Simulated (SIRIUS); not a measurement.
**WS2 under changes of volume**

One of the cells (49.592 Å³/atom); the others are scaled copies at fixed shape and fractional positions:

```
CELL_PARAMETERS angstrom
3.18352 0.00000 0.00000
-1.59176 2.75701 0.00000
0.00000 0.00000 16.95058
ATOMIC_POSITIONS crystal
W 0.00000 0.00000 0.00000
S 0.33333 0.66667 0.09200
S 0.33333 0.66667 0.90800
```

| Property | Result |
| --- | --- |
| Program | SIRIUS 7.12.0 |
| Functional | LDA |
| Potentials or basis | all-electron FP-LAPW |
| Cutoff | 208 eV |
| Basis | apw+lo standard |
| k mesh | 10 × 10 × 2 |
| Occupations | fermi-dirac, width 0.05 eV |
| Spin | no spin polarisation |

```tsv
volume (Å³/atom)	energy over the lowest point (meV/atom)	gap on the mesh (eV)
46.616	?	?
47.608	0.00	2.10
48.600	1.79	2.04
49.592	11.08	1.98
50.583	27.06	1.92
51.575	49.07	1.87
52.567	76.37	1.81
```

Problem. What does the run at 46.616 Å³/atom give?

Solution. Energy over the lowest point 6.48 meV/atom; gap on the mesh 2.16 eV.

Worked out: A Birch-Murnaghan fit of order 3 (a polynomial in V^(-2/3)) to the other rows has its minimum at 47.88 Å³/atom with B0 = V·E''(V) = 64 GPa and B' = 4.5 at fixed shape and positions, which overstates the stiffness. It gives 6.66 meV/atom at 46.616 Å³/atom, against the run's 6.48. A straight line through the other rows of the gap, of slope -2.91 eV per unit of ln V, extrapolates to 2.16 eV, against the run's 2.16.

Energies are extrapolated to zero smearing.

Caveats: spin-orbit coupling is left out, which moves the levels of the heavy elements.

A mesh can miss the band edges.
